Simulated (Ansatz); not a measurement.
**TePt: do energies and stresses tell the same story?**

These are results of DFT PBEsol, scalar-relativistic, plane waves, PAW (Ansatz 0.2.0), not measurements.

Plane waves to 420 eV, a k mesh through Γ of 12×12×8 on the computed 4-atom cell and Gaussian smearing (0.10 eV); no spin polarisation.

Relaxed cell: P6_3/mmc, a = 4.223 Å, b = 4.223 Å, c = 5.542 Å, α = 90.00°, β = 90.00°, γ = 120.00°, 4 atoms in the primitive cell. Whether it is the stable form of this composition wasn't checked.

Energies at zero smearing and pressures from the stress tensor, at volumes with shape and atoms relaxed:
| V (Å³/atom) | E − E(first) (meV/atom) | P (GPa) |
| --- | --- | --- |
| 20.115 | 0.00 | 9.88 |
| 20.756 | -28.44 | 4.50 |
| 21.398 | -37.16 | 0.00 |
| 22.040 | -29.38 | -3.74 |
| 22.682 | -7.86 | -6.89 |

Q: Check P = −dE/dV between neighbouring volumes, and get the bulk modulus from the pressures alone.

A: With 1 eV/Å³ = 160.2 GPa:
| middle V (Å³/atom) | −ΔE/ΔV (GPa) | mean P (GPa) |
| --- | --- | --- |
| 20.436 | 7.099 | 7.191 |
| 21.077 | 2.175 | 2.250 |
| 21.719 | -1.941 | -1.870 |
| 22.361 | -5.369 | -5.314 |

The two differ by 0.09 GPa at most. The mean of two end pressures misses the average over a step by about ΔV² P″/12, up to 0.08 GPa here; with that taken off 0.01 GPa remains. Around V = 21.398 Å³/atom, the two neighbours give B = −V ΔP/ΔV = 21.398 × 8.24 / 1.284 = 137.3 GPa, against B0 = 136.7 GPa from the Birch–Murnaghan fit of the energies.

Spin–orbit coupling is left out, which can shift energies with elements as heavy as these.